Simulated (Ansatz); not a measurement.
Runs of Ansatz 0.2.0 on InSe. It takes space group R3m (No. 160, trigonal). The conventional cell has a = 4.000 Å, b = 4.000 Å, c = 25.320 Å, α = 90.00°, β = 90.00°, γ = 120.00°. Around In (site symmetry 3m) lie 3 Se at 2.63 Å and 1 In at 2.82 Å. In (site symmetry 3m) is surrounded by 3 Se at 2.64 Å and 1 In at 2.82 Å. Se (site symmetry 3m) is surrounded by 3 In at 2.63 Å. Around Se (site symmetry 3m) lie 3 In at 2.64 Å. 

```tsv
task	level	cutoff (eV)	basis error allowed	gap on the mesh (eV)	pressure (GPa)	V0 of scaled cells (Å³/atom)	B0 (GPa)	largest force (eV/Å)
band structure	LDA	251	0.002 eV/atom	0.22	(a)	-	-	0.24
band structure	PBEsol	251	0.002 eV/atom	0.35	0.2	-	-	0.30
equation of state	PBEsol	-	0.002 eV/atom	-	-	29.34	50	-
equation of state	LDA	-	0.002 eV/atom	-	-	28.41	(b)	-
single point	PBEsol	273	0.001 eV/atom	0.35	0.2	-	-	0.30
```

Alike in all rows: potentials or basis all-electron LAPW, scalar-relativistic; no spin polarisation; cell as given; k mesh 8 × 8 × 8; smearing fermi-dirac 0.05 eV.

Q: Fill in the values left out.

A: (a) -1.5; (b) 55.

Caveats: spin-orbit coupling is left out, which moves the levels of the heavy elements (some runs); the cell was scaled at fixed shape and fractional positions, which overstates the stiffness of a crystal with free parameters, most of all of layers and chains (some runs).

A k mesh can miss the band edges, and the runs leave out spin-orbit coupling on In, Se.

Not every run made on this cell is shown here.
